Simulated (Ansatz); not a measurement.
N:

```
CELL_PARAMETERS angstrom
2.51947 0.00000 0.00000
-1.25974 2.18193 0.00000
0.00000 0.00000 2.44600
ATOMIC_POSITIONS crystal
N 0.33333 0.66667 0.75000
N 0.66667 0.33333 0.25000
```

The real solid is made of molecules; this cell is a model form.

| Property | Result |
| --- | --- |
| Program | Ansatz 0.2.0 |
| Task | single point |
| Functional | PBE |
| Potentials or basis | Ansatz PAW |
| Cutoff | 420 eV (not typed: the program's choice for these potentials) |
| k mesh | 12 × 12 × 11 |
| Occupations | fermi-dirac, width 0.05 eV |
| Spin | no spin polarisation |

On this cell: pressure 10.2 GPa; largest force under 0.003 eV/Å; band gap on the k mesh none (metal or under the smearing width).

The same run follows on a disturbed copy (atoms moved at random, drawn with an rms of 0.05 Å):

```xyz
2
Lattice="2.5195 0.0000 0.0000 -1.2597 2.1819 0.0000 0.0000 0.0000 2.4460" Properties=species:S:1:pos:R:3 pbc="T T T"
N    -0.0029    1.4406    1.8004
N     1.2728    0.7264    0.6325
```

Question: What does the disturbed cell give?

Answer: The energy (extrapolated to zero smearing) moves by -30.9 meV/atom; pressure 10.7 GPa; largest force 2.187 eV/Å; band gap on the k mesh none (metal or under the smearing width).

Forces in eV/Å, atoms in the order of the input:
```
N   -0.125 -0.086 -2.181
N    0.125  0.086  2.181
```

Stress tensor (GPa, compression positive):
```
10.92 -2.24  0.62
-2.24 14.54  0.48
 0.62  0.48  6.55
```

The energy falls, though the first cell shows no forces: that form is unstable against this distortion, unless noise or another electronic state is at work.
